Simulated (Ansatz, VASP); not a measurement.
**C in VASP and in Ansatz**

Contents of INCAR:

```
SYSTEM = C
  PREC = Accurate
  ENCUT = 520
  EDIFF = 1E-7
  ISMEAR = 0
  SIGMA = 0.02
  LREAL = .FALSE.
  LASPH = .TRUE.
  NELM = 60
  ALGO = Fast
  ISIF = 2
  LWAVE = .FALSE.
  LCHARG = .FALSE.
  LDIPOL = .TRUE.
  IDIPOL = 3
  DIPOL = 0.5 0.5 0.500
  GGA = PE
  NBANDS = 16
```

The input KPOINTS:

```
regular mesh
0
G
  36 36 1
  0 0 0
```

POSCAR

```
C
1.0
    2.4600000000      0.0000000000      0.0000000000
   -1.2300000000      2.1304224933      0.0000000000
    0.0000000000      0.0000000000     19.3500000000
C
4
Direct
    0.0000000000      0.0000000000      0.4134366925
    0.3333333333      0.6666666667      0.4134366925
    0.3333333333      0.6666666667      0.5865633075
    0.6666666667      0.3333333333      0.5865633075
```

Input for Ansatz:

```yaml
crystal:
  lattice:
    - [2.46, 0.0, 0.0]
    - [-1.23, 2.1304224933, 0.0]
    - [0.0, 0.0, 19.35]
  atoms:
    - { symbol: C, position: [0.0, 0.0, 0.4134366925] }
    - { symbol: C, position: [0.3333333333, 0.6666666667, 0.4134366925] }
    - { symbol: C, position: [0.3333333333, 0.6666666667, 0.5865633075] }
    - { symbol: C, position: [0.6666666667, 0.3333333333, 0.5865633075] }
scf:
  occupations: { method: gaussian, width: 0.02 }
output:
  forces: true
  stress: false
kpoints:
  mp_grid: { grid: [36, 36, 1] }
efield:
  axis: 3
  dipole_correction: true
hamiltonian:
  xc: pbe
```

Alike in both runs: task single point; functional PBE; k mesh 36 × 36 × 1; occupations gaussian, width 0.02 eV; no spin polarisation.

```csv
,VASP,Ansatz
version,VASP 6.6.1,Ansatz 0.2.0
potentials or method,"VASP PAW PBE potentials, release 64 (C)","scalar-relativistic, plane waves, PAW"
plane-wave cutoff (eV),520,420
valence electrons in the cell,16,16
```

```csv
,VASP,Ansatz,Ansatz less VASP
rms of the force components (eV/Å),0.034,0.034,-0.0001
```

Atom by atom the forces differ by 0.000 eV/Å (rms over components). The functional is the same, so the differences come from potentials, cutoffs and numerics.
